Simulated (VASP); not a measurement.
# InSe monolayer under biaxial strain, part 5 of 7

How do the gap and the band positions of InSe monolayer follow biaxial strain?

VASP 6.6.1, plane waves and PAW; the level of theory is named at each step.

So far. Step 9 (Strained, atoms relaxed, biaxial strain -0.02): The run ended after 7 ionic steps, 0.015 eV below its first step, once the forces on the free atoms met EDIFFG = -0.015.

### 11. Strained, atoms relaxed, biaxial strain -0.01

This step: PBE with D3(BJ); plane waves and PAW (In, Se) (VASP 6.6.1).

Contents of INCAR:

```
SYSTEM = InSe
PREC = Normal
ENCUT = 350
EDIFF = 1E-06
NELM = 120
ISMEAR = 0
SIGMA = 0.03
LREAL = .FALSE.
ALGO = Fast
GGA = PE
IVDW = 12
NBANDS = 15
LORBIT = 11
LWAVE = .FALSE.
LCHARG = .FALSE.
KPAR = 4
IBRION = 2
NSW = 30
ISIF = 2
EDIFFG = -0.015
POTIM = 0.4
MAXMIX = 40
IDIPOL = 3
LDIPOL = .TRUE.
DIPOL = 0.5 0.5 0.5
```

Contents of POSCAR:

```
InSe
1.0
    3.9973432435      0.0000000000      0.0000000000
   -1.9986716218      3.4618007966      0.0000000000
    0.0000000000      0.0000000000     22.0000000000
In Se
2 2
Direct
    0.3333333333      0.6666666667      0.4366860628
    0.3333333333      0.6666666667      0.5633139372
    0.6666666667      0.3333333333      0.3773759262
    0.6666666667      0.3333333333      0.6226240738
```

Contents of KPOINTS:

```
Automatic mesh
0
Gamma
9 9 1
0 0 0
```

PAW data sets: In and Se (PBE family, release 64).

On the command line:

```console
mpirun -np 4 vasp_std
```

What it wrote:

```text
[... set-up lines as in an earlier step ...]
 entering main loop
       N       E                     dE             d eps       ncg     rms          rms(c)
DAV:   1     0.979940666955E+02    0.97994E+02   -0.43839E+03   360   0.607E+02
DAV:   2    -0.231417520578E+01   -0.10031E+03   -0.93459E+02   543   0.128E+02
DAV:   3    -0.143683896306E+02   -0.12054E+02   -0.11954E+02   465   0.523E+01
DAV:   4    -0.146771553433E+02   -0.30877E+00   -0.30821E+00   458   0.998E+00
[...]
RMM:  19    -0.141705478820E+02   -0.18983E-05   -0.10428E-07   178   0.161E-03    0.209E-03
RMM:  20    -0.141705527395E+02   -0.48574E-05   -0.30460E-07   216   0.192E-03    0.615E-04
RMM:  21    -0.141705529400E+02   -0.20052E-06   -0.12561E-08   136   0.862E-04
   1 F= -.15071848E+02 E0= -.15071848E+02  d E =-.150718E+02
[...]
2 F= -.15074462E+02 E0= -.15074462E+02  d E =-.261329E-02
[...]
3 F= -.15074626E+02 E0= -.15074626E+02  d E =-.277763E-02
[...]
4 F= -.15074869E+02 E0= -.15074869E+02  d E =-.242756E-03
[...]
5 F= -.15075348E+02 E0= -.15075348E+02  d E =-.722474E-03
[...]
reached required accuracy - stopping structural energy minimisation
```

Elapsed: 44 s, on 4 MPI ranks of AMD EPYC 7571, shared host; peak memory 0.77 GiB.

OUTCAR, selected parts (step 11):

```text
 Edisp (eV)   -0.90061

 Edisp (eV)   -0.89927

  Total       0.61139     0.61139     0.11050    -0.00000     0.00000     0.00000
  in kB       3.21759     3.21759     0.58154    -0.00000     0.00000     0.00000
  external pressure =        2.34 kB  Pullay stress =        0.00 kB

 POSITION                                       TOTAL-FORCE (eV/Angst)
 -----------------------------------------------------------------------------------
     -0.00000      2.30787      9.61080         0.000000     -0.000000     -0.014969
     -0.00000      2.30787     12.38920         0.000000     -0.000000      0.014969
      1.99867      1.15393      8.28566        -0.000000      0.000000     -0.014883
      1.99867      1.15393     13.71434        -0.000000      0.000000      0.014883
 -----------------------------------------------------------------------------------
    total drift:                                0.000002     -0.000001      0.000000

  FREE ENERGIE OF THE ION-ELECTRON SYSTEM (eV)
  ---------------------------------------------------
  free  energy   TOTEN  =       -15.0753483714 eV

  energy  without entropy=      -15.0753483714  energy(sigma->0) =      -15.07534837

[... 2 parts as in an earlier step ...]

[... 2 further parts left out ...]
[key lines of the parts left out:]
E-fermi :  -2.7464
```

Relaxation path:

| step | energy less that of the first step (eV) | largest force (eV/Å) |
| --- | --- | --- |
| 1 | 0.0000 | 0.1672 |
| 2 | -0.0026 | 0.0706 |
| 3 | -0.0028 | 0.0414 |
| 4 | -0.0030 | 0.0348 |
| 5 | -0.0035 | 0.0150 |

The atoms that moved most (Å):

| atom | dx | dy | dz | length |
| --- | --- | --- | --- | --- |
| Se4 | 0.000 | 0.000 | 0.017 | 0.017 |
| Se3 | 0.000 | 0.000 | -0.017 | 0.017 |

The relaxed structure:

```cif
data_structure
_symmetry_space_group_name_H-M 'P 1'
_symmetry_Int_Tables_number 1
_cell_length_a 3.9973
_cell_length_b 3.9973
_cell_length_c 22.0000
_cell_angle_alpha 90.000
_cell_angle_beta 90.000
_cell_angle_gamma 120.000
_cell_volume 304.44
loop_
_atom_site_label
_atom_site_type_symbol
_atom_site_fract_x
_atom_site_fract_y
_atom_site_fract_z
_atom_site_occupancy
In1 In 0.33333 0.66667 0.43685 1
In2 In 0.33333 0.66667 0.56315 1
Se3 Se 0.66667 0.33333 0.37662 1
Se4 Se 0.66667 0.33333 0.62338 1
```

The run ended after 5 ionic steps, 0.004 eV below its first step, once the forces on the free atoms met EDIFFG = -0.015.

### 12. Strained, levels with spin-orbit coupling, biaxial strain -0.01

This step: PBE with D3(BJ), spin-orbit coupling; plane waves and PAW (In, Se) (VASP 6.6.1).

Contents of INCAR:

```
SYSTEM = InSe
PREC = Normal
ENCUT = 350
EDIFF = 1E-06
NELM = 120
ISMEAR = 0
SIGMA = 0.03
LREAL = .FALSE.
ALGO = Fast
GGA = PE
IVDW = 12
LNONCOLLINEAR = .TRUE.
MAGMOM = 0 0 0 0 0 0 0 0 0 0 0 0
NBANDS = 30
GGA_COMPAT = .FALSE.
LASPH = .TRUE.
LSORBIT = .TRUE.
LWAVE = .FALSE.
LCHARG = .FALSE.
KPAR = 4
IDIPOL = 3
LDIPOL = .TRUE.
DIPOL = 0.5 0.5 0.5
LVHAR = .TRUE.
LVACPOTAV = .TRUE.
```

Contents of POSCAR:

```
InSe
1.0
    3.9973432435      0.0000000000      0.0000000000
   -1.9986716218      3.4618007966      0.0000000000
    0.0000000000      0.0000000000     22.0000000000
In Se
2 2
Direct
    0.3333333333      0.6666666667      0.4368545732
    0.3333333333      0.6666666667      0.5631454268
    0.6666666667      0.3333333333      0.3766208944
    0.6666666667      0.3333333333      0.6233791056
```

KPOINTS is that of step 11.

Contents of KPOINTS_OPT:

```
Line mode
14
Line-mode
Reciprocal
  0.00000000   0.00000000   0.00000000 GAMMA
  0.50000000   0.00000000   0.00000000 M

  0.50000000   0.00000000   0.00000000 M
  0.33333333   0.33333333   0.00000000 K

  0.33333333   0.33333333   0.00000000 K
  0.00000000   0.00000000   0.00000000 GAMMA
```

On the command line:

```console
mpirun -np 4 vasp_ncl
```

What it wrote:

```text
[... set-up lines as in an earlier step ...]
 entering main loop
       N       E                     dE             d eps       ncg     rms          rms(c)
DAV:   1     0.105704095878E+03    0.10570E+03   -0.43135E+03  1140   0.612E+02
DAV:   2     0.164942691881E+01   -0.10405E+03   -0.10031E+03  1664   0.134E+02
DAV:   3    -0.142223482679E+02   -0.15872E+02   -0.15689E+02  1478   0.572E+01
DAV:   4    -0.147488436306E+02   -0.52650E+00   -0.52519E+00  1396   0.128E+01
[...]
RMM:  21    -0.142512530389E+02   -0.35589E-05   -0.13009E-07   818   0.125E-03    0.453E-04
RMM:  22    -0.142512550893E+02   -0.20505E-05   -0.11510E-07   857   0.120E-03    0.208E-04
RMM:  23    -0.142512553247E+02   -0.23534E-06   -0.11952E-08   509   0.786E-04
 [... a notice as in an earlier step ...]

   1 F= -.15150521E+02 E0= -.15150521E+02  d E =-.375046E-19  mag=    -0.0000    -0.0000    -0.0000
 Start KPOINTS_OPT (optional k-point list driver)
k-point batch [1-19\42]
       N       E                     dE             ncg
DAV:   1    -0.324427876374E+03   -0.52198E+04     1156
DAV:   2    -0.217620155692E+04   -0.18518E+04     1678
DAV:   3    -0.246249993003E+04   -0.28630E+03     1416
DAV:   4    -0.247227706575E+04   -0.97771E+01     1390
[...]
DAV:   8    -0.247254793466E+04   -0.18933E-04     1426
DAV:   9    -0.247254793577E+04   -0.11100E-05     1202
DAV:  10    -0.247254793584E+04   -0.67449E-07      914
[...]
k-point batch [39-42\42]
       N       E                     dE             ncg
DAV:   1     0.554444129591E+04   -0.11534E+03      240
DAV:   2     0.517994746998E+04   -0.36449E+03      366
DAV:   3     0.511297527285E+04   -0.66972E+02      292
DAV:   4     0.511079127130E+04   -0.21840E+01      336
DAV:   5     0.511073351441E+04   -0.57757E-01      332
DAV:   6     0.511073141435E+04   -0.21001E-02      340
DAV:   7     0.511073134515E+04   -0.69204E-04      348
DAV:   8     0.511073134301E+04   -0.21409E-05      300
DAV:   9     0.511073134286E+04   -0.14944E-06      268
```

It took 3.5 min on 4 MPI ranks; peak memory 2 GiB; 12 min of CPU time.

OUTCAR, selected parts (step 12):

```text
 Edisp (eV)   -0.89927

  Total       0.60707     0.60707     0.09338    -0.00000     0.00000    -0.00000
  in kB       3.19487     3.19487     0.49144    -0.00000     0.00000    -0.00000
  external pressure =        2.29 kB  Pullay stress =        0.00 kB

 POSITION                                       TOTAL-FORCE (eV/Angst)
 -----------------------------------------------------------------------------------
     -0.00000      2.30787      9.61080         0.000000     -0.000000     -0.007375
     -0.00000      2.30787     12.38920         0.000000     -0.000000      0.007375
      1.99867      1.15393      8.28566        -0.000000     -0.000000     -0.016872
      1.99867      1.15393     13.71434        -0.000000      0.000000      0.016872
 -----------------------------------------------------------------------------------
    total drift:                                0.000002     -0.000001      0.000000

  FREE ENERGIE OF THE ION-ELECTRON SYSTEM (eV)
  ---------------------------------------------------
  free  energy   TOTEN  =       -15.1505208922 eV

  energy  without entropy=      -15.1505208922  energy(sigma->0) =      -15.15052089

[... 2 parts as in an earlier step ...]

[... 1 further part left out ...]
[key lines of the parts left out:]
E-fermi :  -2.7143
```

### 13. Strained, atoms relaxed, biaxial strain 0

This step: PBE with D3(BJ); plane waves and PAW (In, Se) (VASP 6.6.1).

Contents of INCAR:

```
SYSTEM = InSe
PREC = Normal
ENCUT = 350
EDIFF = 1E-06
NELM = 120
ISMEAR = 0
SIGMA = 0.03
LREAL = .FALSE.
ALGO = Fast
GGA = PE
IVDW = 12
NBANDS = 15
LORBIT = 11
LWAVE = .FALSE.
LCHARG = .FALSE.
KPAR = 4
IBRION = 2
NSW = 30
ISIF = 2
EDIFFG = -0.015
POTIM = 0.4
MAXMIX = 40
IDIPOL = 3
LDIPOL = .TRUE.
DIPOL = 0.5 0.5 0.5
```

Contents of POSCAR:

```
InSe
1.0
    4.0377204480      0.0000000000      0.0000000000
   -2.0188602240      3.4967684814      0.0000000000
    0.0000000000      0.0000000000     22.0000000000
In Se
2 2
Direct
    0.3333333333      0.6666666667      0.4366860628
    0.3333333333      0.6666666667      0.5633139372
    0.6666666667      0.3333333333      0.3773759262
    0.6666666667      0.3333333333      0.6226240738
```

KPOINTS is that of step 12.

On the command line:

```console
mpirun -np 4 vasp_std
```

What it wrote:

```text
[... set-up lines as in an earlier step ...]
 entering main loop
       N       E                     dE             d eps       ncg     rms          rms(c)
[... 5 cycles as in an earlier step ...]
RMM:   6    -0.142617747585E+02    0.45079E+00   -0.54586E-01   360   0.293E+00    0.385E+00
RMM:   7    -0.142127137227E+02    0.49061E-01   -0.34408E-01   360   0.244E+00    0.970E-01
RMM:   8    -0.141990821603E+02    0.13632E-01   -0.39937E-02   360   0.102E+00    0.188E-01
RMM:   9    -0.141990746501E+02    0.75102E-05   -0.44967E-03   374   0.411E-01    0.154E-01
[...]
RMM:  19    -0.141994118133E+02   -0.32347E-05   -0.17703E-07   201   0.184E-03    0.304E-03
RMM:  20    -0.141994160439E+02   -0.42306E-05   -0.24541E-07   183   0.179E-03    0.100E-03
RMM:  21    -0.141994164884E+02   -0.44454E-06   -0.51697E-08   171   0.136E-03
   1 F= -.15081198E+02 E0= -.15081198E+02  d E =-.150812E+02
[...]
reached required accuracy - stopping structural energy minimisation
```

Wall time 17 s (4 MPI ranks); peak memory 0.73 GiB; 58 s of CPU time.

OUTCAR, selected parts (step 13):

```text
 Edisp (eV)   -0.88178

  Total      -0.02586    -0.02586    -0.00613     0.00000    -0.00000     0.00000
  in kB      -0.13337    -0.13337    -0.03160     0.00000    -0.00000     0.00000
  external pressure =       -0.10 kB  Pullay stress =        0.00 kB

 POSITION                                       TOTAL-FORCE (eV/Angst)
 -----------------------------------------------------------------------------------
     -0.00000      2.33118      9.60709        -0.000000      0.000000     -0.004963
     -0.00000      2.33118     12.39291        -0.000000      0.000000      0.004963
      2.01886      1.16559      8.30227         0.000000     -0.000000      0.000651
      2.01886      1.16559     13.69773         0.000000      0.000000     -0.000651
 -----------------------------------------------------------------------------------
    total drift:                                0.000003     -0.000002      0.000000

  FREE ENERGIE OF THE ION-ELECTRON SYSTEM (eV)
  ---------------------------------------------------
  free  energy   TOTEN  =       -15.0811975525 eV

  energy  without entropy=      -15.0811975525  energy(sigma->0) =      -15.08119755

[... 3 parts as in an earlier step ...]

[... 1 further part left out ...]
[key lines of the parts left out:]
E-fermi :  -2.7548
```

The start already met the threshold, so nothing moved, which says little where the restoring forces are soft.

### 14. Strained, levels with spin-orbit coupling, biaxial strain 0

This step: PBE with D3(BJ), spin-orbit coupling; plane waves and PAW (In, Se) (VASP 6.6.1).

Contents of INCAR:

```
SYSTEM = InSe
PREC = Normal
ENCUT = 350
EDIFF = 1E-06
NELM = 120
ISMEAR = 0
SIGMA = 0.03
LREAL = .FALSE.
ALGO = Fast
GGA = PE
IVDW = 12
LNONCOLLINEAR = .TRUE.
MAGMOM = 0 0 0 0 0 0 0 0 0 0 0 0
NBANDS = 30
GGA_COMPAT = .FALSE.
LASPH = .TRUE.
LSORBIT = .TRUE.
LWAVE = .FALSE.
LCHARG = .FALSE.
KPAR = 4
IDIPOL = 3
LDIPOL = .TRUE.
DIPOL = 0.5 0.5 0.5
LVHAR = .TRUE.
LVACPOTAV = .TRUE.
```

POSCAR is that of step 13.

KPOINTS is that of step 13.

KPOINTS_OPT is that of step 12.

On the command line:

```console
mpirun -np 4 vasp_ncl
```

What it wrote:

```text
[... set-up lines as in an earlier step ...]
 entering main loop
       N       E                     dE             d eps       ncg     rms          rms(c)
DAV:   1     0.104796342343E+03    0.10480E+03   -0.43222E+03  1140   0.612E+02
DAV:   2     0.194480192562E+01   -0.10285E+03   -0.98229E+02  1630   0.134E+02
DAV:   3    -0.142052850803E+02   -0.16150E+02   -0.15963E+02  1448   0.572E+01
DAV:   4    -0.147704577423E+02   -0.56517E+00   -0.56355E+00  1418   0.131E+01
[...]
RMM:  21    -0.142744562646E+02   -0.37155E-05   -0.16925E-07   877   0.139E-03    0.746E-04
RMM:  22    -0.142744580786E+02   -0.18139E-05   -0.76587E-08   772   0.103E-03    0.290E-04
RMM:  23    -0.142744584255E+02   -0.34696E-06   -0.20532E-08   542   0.873E-04
 [... a notice as in an earlier step ...]

   1 F= -.15156239E+02 E0= -.15156239E+02  d E =-.476197E-13  mag=    -0.0000     0.0000     0.0000
 Start KPOINTS_OPT (optional k-point list driver)
k-point batch [1-19\42]
       N       E                     dE             ncg
DAV:   1    -0.336299354056E+03   -0.52102E+04     1156
DAV:   2    -0.218937514675E+04   -0.18531E+04     1720
DAV:   3    -0.247844971413E+04   -0.28907E+03     1382
DAV:   4    -0.248855707994E+04   -0.10107E+02     1472
[...]
DAV:   8    -0.248882725252E+04   -0.19930E-04     1460
DAV:   9    -0.248882725368E+04   -0.11596E-05     1162
DAV:  10    -0.248882725376E+04   -0.81774E-07      922
[...]
k-point batch [39-42\42]
       N       E                     dE             ncg
DAV:   1     0.553493357988E+04   -0.12179E+03      248
DAV:   2     0.517477119078E+04   -0.36016E+03      366
DAV:   3     0.511143394186E+04   -0.63337E+02      304
DAV:   4     0.510954895250E+04   -0.18850E+01      320
DAV:   5     0.510948886535E+04   -0.60087E-01      292
DAV:   6     0.510948592018E+04   -0.29452E-02      376
DAV:   7     0.510948585633E+04   -0.63848E-04      306
DAV:   8     0.510948585416E+04   -0.21738E-05      312
DAV:   9     0.510948585400E+04   -0.15943E-06      234
```

The job ended after 3.4 min (4 MPI ranks; peak memory 2 GiB; 12 min of CPU time).

Parts of OUTCAR (step 14):

```text
 Edisp (eV)   -0.88178

  Total      -0.02738    -0.02738    -0.02312     0.00000     0.00000     0.00000
  in kB      -0.14120    -0.14120    -0.11924     0.00000     0.00000     0.00000
  external pressure =       -0.13 kB  Pullay stress =        0.00 kB

 POSITION                                       TOTAL-FORCE (eV/Angst)
 -----------------------------------------------------------------------------------
     -0.00000      2.33118      9.60709        -0.000000      0.000000      0.002414
     -0.00000      2.33118     12.39291        -0.000000     -0.000000     -0.002414
      2.01886      1.16559      8.30227        -0.000000     -0.000000      0.000045
      2.01886      1.16559     13.69773         0.000000     -0.000000     -0.000045
 -----------------------------------------------------------------------------------
    total drift:                                0.000002     -0.000001      0.000000

  FREE ENERGIE OF THE ION-ELECTRON SYSTEM (eV)
  ---------------------------------------------------
  free  energy   TOTEN  =       -15.1562394896 eV

  energy  without entropy=      -15.1562394896  energy(sigma->0) =      -15.15623949

[... 2 parts as in an earlier step ...]

[... 1 further part left out ...]
[key lines of the parts left out:]
E-fermi :  -2.7562
```

On-site spin-orbit energy by atom:

| atom | on-site spin-orbit energy (eV) |
| --- | --- |
| In1 | -0.0324 |
| In2 | -0.0324 |
| Se3 | -0.0417 |
| Se4 | -0.0417 |

### 15. Strained, atoms relaxed, biaxial strain 0.01

This step: PBE with D3(BJ); plane waves and PAW (In, Se) (VASP 6.6.1).

Contents of INCAR:

```
SYSTEM = InSe
PREC = Normal
ENCUT = 350
EDIFF = 1E-06
NELM = 120
ISMEAR = 0
SIGMA = 0.03
LREAL = .FALSE.
ALGO = Fast
GGA = PE
IVDW = 12
NBANDS = 15
LORBIT = 11
LWAVE = .FALSE.
LCHARG = .FALSE.
KPAR = 4
IBRION = 2
NSW = 30
ISIF = 2
EDIFFG = -0.015
POTIM = 0.4
MAXMIX = 40
IDIPOL = 3
LDIPOL = .TRUE.
DIPOL = 0.5 0.5 0.5
```

POSCAR: that of step 14 with these lines changed.

```diff
@@ -2,4 +2,4 @@
 1.0
-    4.0377204480      0.0000000000      0.0000000000
-   -2.0188602240      3.4967684814      0.0000000000
+    4.0780976525      0.0000000000      0.0000000000
+   -2.0390488262      3.5317361662      0.0000000000
     0.0000000000      0.0000000000     22.0000000000
```

KPOINTS is that of step 14.

On the command line:

```console
mpirun -np 4 vasp_std
```

What it wrote:

```text
[... set-up lines as in an earlier step ...]
 entering main loop
       N       E                     dE             d eps       ncg     rms          rms(c)
DAV:   1     0.100777212119E+03    0.10078E+03   -0.44013E+03   360   0.610E+02
DAV:   2    -0.638004170818E+00   -0.10142E+03   -0.96134E+02   514   0.128E+02
DAV:   3    -0.143402534265E+02   -0.13702E+02   -0.13550E+02   500   0.544E+01
DAV:   4    -0.147163945326E+02   -0.37614E+00   -0.37565E+00   451   0.111E+01
[...]
RMM:  19    -0.142089698209E+02   -0.50666E-05   -0.30508E-07   216   0.203E-03    0.333E-03
RMM:  20    -0.142089729343E+02   -0.31133E-05   -0.13689E-07   165   0.149E-03    0.112E-03
RMM:  21    -0.142089734889E+02   -0.55466E-06   -0.74931E-08   174   0.145E-03
   1 F= -.15071714E+02 E0= -.15071714E+02  d E =-.150717E+02
[... from here on, the cycles between the ionic steps are left out ...]
   2 F= -.15074186E+02 E0= -.15074186E+02  d E =-.247224E-02
   3 F= -.15074434E+02 E0= -.15074434E+02  d E =-.272026E-02
   4 F= -.15074633E+02 E0= -.15074633E+02  d E =-.198556E-03
   5 F= -.15075062E+02 E0= -.15075062E+02  d E =-.628030E-03
   6 F= -.15075079E+02 E0= -.15075079E+02  d E =-.645150E-03
   7 F= -.15075212E+02 E0= -.15075212E+02  d E =-.778164E-03
[...]
reached required accuracy - stopping structural energy minimisation
```

Wall time 62 s (4 MPI ranks); peak memory 0.85 GiB; 3.7 min of CPU time.

OUTCAR, selected parts (step 15):

```text
 Edisp (eV)   -0.86680

 Edisp (eV)   -0.86565

  Total      -0.59831    -0.59831    -0.01245    -0.00000     0.00000     0.00000
  in kB      -3.02527    -3.02527    -0.06296    -0.00000     0.00000     0.00000
  external pressure =       -2.04 kB  Pullay stress =        0.00 kB

 POSITION                                       TOTAL-FORCE (eV/Angst)
 -----------------------------------------------------------------------------------
     -0.00000      2.35449      9.60580        -0.000000      0.000000     -0.003534
     -0.00000      2.35449     12.39420        -0.000000      0.000000      0.003534
      2.03905      1.17725      8.32359         0.000000      0.000000      0.003047
      2.03905      1.17725     13.67641         0.000000      0.000000     -0.003047
 -----------------------------------------------------------------------------------
    total drift:                                0.000001     -0.000001     -0.000000

  FREE ENERGIE OF THE ION-ELECTRON SYSTEM (eV)
  ---------------------------------------------------
  free  energy   TOTEN  =       -15.0752122440 eV

  energy  without entropy=      -15.0752122440  energy(sigma->0) =      -15.07521224

[... 2 parts as in an earlier step ...]

[... 2 further parts left out ...]
[key lines of the parts left out:]
E-fermi :  -2.7805
```

The run ended after 7 ionic steps, 0.003 eV below its first step, once the forces on the free atoms met EDIFFG = -0.015.

(Part 5 of 7 ends here.)

[Lines on the potential files, build, host, timing and source positions are cut from VASP's logs without a mark.]

[Logs are printed without paths, hosts, clocks, repeated set-up lines and the standing remarks that a program may print on its own settings, such as how far it seeks lower states.]

[Hosts, paths, dates, database ids (printed as entryN), source tags and the programs' standing remarks are cut or masked in the printed files.]

[Runs that stopped without an error message from VASP are left out.]
